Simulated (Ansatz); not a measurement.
## Pressure coefficients of CuCl

Space group F-43m (No. 216). a = 5.420 Å, b = 5.420 Å, c = 5.420 Å, α = 90.00°, β = 90.00°, γ = 90.00°
```
atom  site  symmetry       x       y       z
  Cu    4a      -43m  0.0000  0.0000  0.0000
  Cl    4c      -43m  0.2500  0.2500  0.2500
```

The runs use the primitive cell with vectors (0.000, 2.710, 2.710), (2.710, 0.000, 2.710), (2.710, 2.710, 0.000) Å, to which the k mesh refers.

The cell comes from COD entry 9013925, which wasn't checked; take it as a given geometry.

All numbers below come from DFT, LDA, all-electron LAPW, scalar-relativistic in Ansatz 0.2.0.

Numerical set-up: a Γ-centred 13×13×13 k mesh, Fermi–Dirac smearing of 0.05 eV, basis error target 0.25 meV/atom, no spin polarisation.

The cell is scaled evenly with fractional coordinates held. Semilocal gaps are too small, but their slopes carry over better.

```
V/V(cell)  P (GPa)  gap on the k mesh (eV)
   0.9400    -3.71                   0.510
   0.9600    -4.80                   0.467
   0.9800    -5.75                   0.427
   0.9900    -6.17                   0.408
   1.0000    -6.57                   0.390
   1.0100    -6.94                   0.372
   1.0200    -7.28                   0.355
   1.0400    -7.90                   0.323
```

From the rows at 0.9900 and 1.0100, what is the bulk modulus at the cell's volume?

B = −ΔP/Δln V = −[(-6.94) − (-6.17)]/0.02000 = 38.5 GPa. This is the modulus at -6.57 GPa, not at zero pressure.

What are the gap's volume deformation potential and pressure coefficient?

dEg/dln V = (0.372 − 0.408)/0.02000 = -1.80 eV, and dEg/dP = −(dEg/dln V)/B = 47 meV/GPa: pressure widens the gap.

Predict the row at V/V(cell) = 1.0600. How far is a linear estimate of P off?

P = -8.43 GPa, gap 0.294 eV. The linear estimate P(cell) − B ln(V/V(cell)) = -8.81 GPa misses by 0.38 GPa, since the modulus falls on expansion.
